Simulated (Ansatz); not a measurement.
**Calculated field gradients at the nuclei for B3H12N**

The cell is a diffraction structure from the COD, ions relaxed with PBE at fixed cell.

Space group Cmcm (No. 63); a = 7.1530, b = 8.2648, c = 8.3895 Å.

```
site  Wyckoff  site symmetry       x       y       z
  B1       4c            m2m  0.5000  0.3859  0.7500
  B3       8f            m..  0.5000  0.2007  0.6430
  H7      16h              1  0.3568  0.1412  0.5924
 H15       8f            m..  0.5000  0.3406  0.5814
 H19       8g            ..m  0.8576  0.9644  0.7500
 H23       8g            ..m  0.6176  0.7278  0.7500
 H27       8f            m..  0.5000  0.8712  0.6488
   N       4c            m2m  0.5000  0.8002  0.7500
```

One atom of each set is listed; the run and its k-mesh use a cell of 32 atoms with edges of 5.47, 5.47, 8.39 Å.

Level of theory: DFT, r2SCAN, plane waves and PAW, scalar-relativistic, 500 eV cutoff, Γ-centred 6×6×4 k-points, Fermi–Dirac smearing 0.05 eV (Ansatz 0.2.0).

C_Q = eQV_zz/h, which is 24.18 MHz for Q = 1 b and V_zz = 10²¹ V/m²; η = (V_xx − V_yy)/V_zz.

10B: I = 3, Q = 84.59 mb; H-2: I = 1, Q = 2.858 mb; ¹⁴N: I = 1, Q = 20.44 mb. Quadrupole moments are those of Pyykkö's year-2017 table.

**Question.** Give the quadrupolar parameters of the distinct sites.

**Answer.** 

```json
{"site": "B1", "atoms": "2", "first shell": "4 H at 1.21–1.46 Å, 2 B at 1.77 Å", "V_zz (10²¹ V/m²)": "2.21", "η": "0.59", "C_Q (MHz)": "4.51"}
{"site": "B3", "atoms": "4", "first shell": "3 H at 1.21–1.27 Å, 2 B at 1.77–1.79 Å", "V_zz (10²¹ V/m²)": "0.96", "η": "0.65", "C_Q (MHz)": "1.97"}
{"site": "H7", "atoms": "8", "first shell": "1 B at 1.21 Å", "V_zz (10²¹ V/m²)": "1.83", "η": "0.06", "C_Q (MHz)": "0.126"}
{"site": "H15", "atoms": "4", "first shell": "2 B at 1.27–1.46 Å, angle 81°", "V_zz (10²¹ V/m²)": "1.23", "η": "0.77", "C_Q (MHz)": "0.085"}
{"site": "H19", "atoms": "4", "first shell": "1 B at 1.21 Å", "V_zz (10²¹ V/m²)": "1.85", "η": "0.02", "C_Q (MHz)": "0.128"}
{"site": "H23", "atoms": "4", "first shell": "1 N at 1.03 Å", "V_zz (10²¹ V/m²)": "2.97", "η": "0.00", "C_Q (MHz)": "0.205"}
{"site": "H27", "atoms": "4", "first shell": "1 N at 1.03 Å", "V_zz (10²¹ V/m²)": "2.95", "η": "0.01", "C_Q (MHz)": "0.204"}
{"site": "N", "atoms": "2", "first shell": "4 H at 1.03 Å", "V_zz (10²¹ V/m²)": "0.23", "η": "0.27", "C_Q (MHz)": "0.114"}
```

At H7 and H19 V_zz points along its bond to B (within 1°) in each case. At H23 and H27 V_zz points along its bond to N (within 1°) in each case.

The largest force is 0.3 eV/Å, so the atoms aren't at the calculated equilibrium and relaxing them would move these values. The lattice is static: at room temperature ammonium may turn and average the couplings of its hydrogen. The entry's hydrogen positions were far off; the other atoms hardly move on relaxation.

Hardware: 1 thread of Intel Xeon 6975P-C (Granite Rapids) (x86_64; 16 cores open to the job, memory cap 2.5 GiB, no GPU), a shared host with a load of 0.5 a core. Wall time 44 s, CPU time 44 s, peak memory 1.2 GiB.
